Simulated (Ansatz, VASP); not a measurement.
# Ge: VASP beside Ansatz

Contents of INCAR:

```
PREC = Accurate
ENCUT = 520
EDIFF = 1E-6
ISMEAR = 0
SIGMA = 0.15
LREAL = False
LASPH = True
NELM = 100
ALGO = Normal
ISIF = 2
LWAVE = False
LCHARG = True
GGA = PS
LELF = True
LVHAR = True
NBANDS = 21
```

KPOINTS

```
regular mesh
0
Gamma
  14 14 14
```

The input POSCAR:

```
Ge
1.0
   -2.5630127540      2.5630127540      1.3966622733
    2.5630127540     -2.5630127540      1.3966622733
    2.5630127540      2.5630127540     -1.3966622733
Ge
2
Direct
    0.2500000000      0.7500000000      0.5000000000
    0.5000000000      0.5000000000      0.0000000000
```

Input for Ansatz:

```yaml
crystal:
  lattice:
    - [-2.563012754, 2.563012754, 1.3966622733]
    - [2.563012754, -2.563012754, 1.3966622733]
    - [2.563012754, 2.563012754, -1.3966622733]
  atoms:
    - { symbol: Ge, position: [0.25, 0.75, 0.5] }
    - { symbol: Ge, position: [0.5, 0.5, 0.0] }
basis:
  ecutwfc: 420
kpoints:
  mp_grid: { grid: [14, 14, 14] }
hamiltonian:
  xc: pbesol
scf:
  occupations: { method: gaussian, width: 0.15 }
output:
  forces: true
  stress: true
  eigenvalues: true
```

This isn't the form of Ge at room conditions, which is diamond.

Alike in both runs: task single point; functional PBEsol; k mesh 14 × 14 × 14; occupations gaussian, width 0.15 eV; no spin polarisation.

|  | VASP | Ansatz |
| --- | --- | --- |
| version | VASP 6.6.1 | Ansatz 0.2.0 |
| potentials or method | VASP PAW PBE potentials, release 64 (Ge_d) | scalar-relativistic, plane waves, PAW |
| plane-wave cutoff (eV) | 520 | 420 |
| valence electrons in the cell | 28 | 28 |

```tsv
	VASP	Ansatz	Ansatz less VASP
gap on the k mesh at the Fermi level (eV)	none	none	-
pressure (GPa)	-0.1	0.0	+0.07
largest component of the traceless stress (GPa)	1.01	0.99	-0.027
```

A gap of «none» marks a metal or a gap that the smearing closes.

Caveats: the PAW data sets were made with another functional, which shifts forces and pressure a little (VASP).
